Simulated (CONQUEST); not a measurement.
Runs of CONQUEST 1.3 on BN. The typed cell holds 8 atoms: a = 2.515 Å, b = 4.340 Å, c = 6.045 Å, α = 90.00°, β = 90.00°, γ = 90.00°. The cell comes from a database or a generator and needn't be the stable form of this composition.

```tsv
task	level	potentials or basis	cell	k mesh	smearing	optimiser	max steps of the ions	other keys	gap on the mesh (eV)	pressure (GPa)	largest force (eV/Å)
single point	PBE	PseudoDojo NC PBE, DZP, grid cutoff 150 Ha	atoms moved at random, drawn with an rms of 0.05 Å	10 × 6 × 5	fermi-dirac 0.05 eV	-	-	-	2.87	8.2	3.52
density of states	revPBE	PseudoDojo NC PBE, SZ, grid cutoff 100 Ha	atoms moved at random, drawn with an rms of 0.02 Å	9 × 5 × 4	fermi-dirac 0.1 eV	-	-	-	3.30	-	-
density of states	RPBE	PseudoDojo NC PBE, SZ, grid cutoff 60 Ha	atoms moved at random, drawn with an rms of 0.02 Å	7 × 4 × 3	methfessel-paxton of order 1 0.05 eV	-	-	SC.AbsResidual = T; General.NeutralAtomProjector = T	3.48	-	-
single point	LDA	PseudoDojo NC LDA, DZ, multi-site functions of range 10 bohr, grid cutoff 60 Ha	as given	10 × 6 × 5, shifted	fermi-dirac 0.05 eV	-	-	SC.AbsResidual = T; Diag.GammaCentred = F; SC.KerkerPreCondition = T	-	1.6	2.83
density of states	PBE	PseudoDojo NC PBEsol, DZ, grid cutoff 120 Ha	as given	8 × 5 × 3	fermi-dirac 0.05 eV	-	-	-	(a)	-	-
single point	PBE	PseudoDojo NC PBE, DZP, grid cutoff 150 Ha	as given	10 × 6 × 5	fermi-dirac 0.05 eV	-	-	-	(b)	7.5	2.90
relaxation of the atoms	LDA	PseudoDojo NC LDA, SZ, grid cutoff 120 Ha	atoms relaxed from: volume scaled by 1.15	6 × 4 × 3	methfessel-paxton of order 2 0.05 eV	sqnm	30	-	3.39	-17.1	0.03
```

Alike in all rows: no spin polarisation.

Q: Fill in the values left out.

A: (a) 2.94; (b) 2.76.

Caveats: the basis of atomic orbitals isn't converged, which shifts pressures, moduli and gaps; an odd mesh through Γ misses points on the zone boundary, where band edges often lie (some runs); the atomic basis is small (some runs); the potentials were made for another functional, which shifts forces and pressure (some runs); the box holds several primitive cells, so bands are folded and the points are those of the box's own zone (some runs); multi-site functions contract the basis, which raises the energy a little and makes forces and stress less exact (some runs); the shifted mesh misses Γ and other band edges, so no gap is listed (some runs).
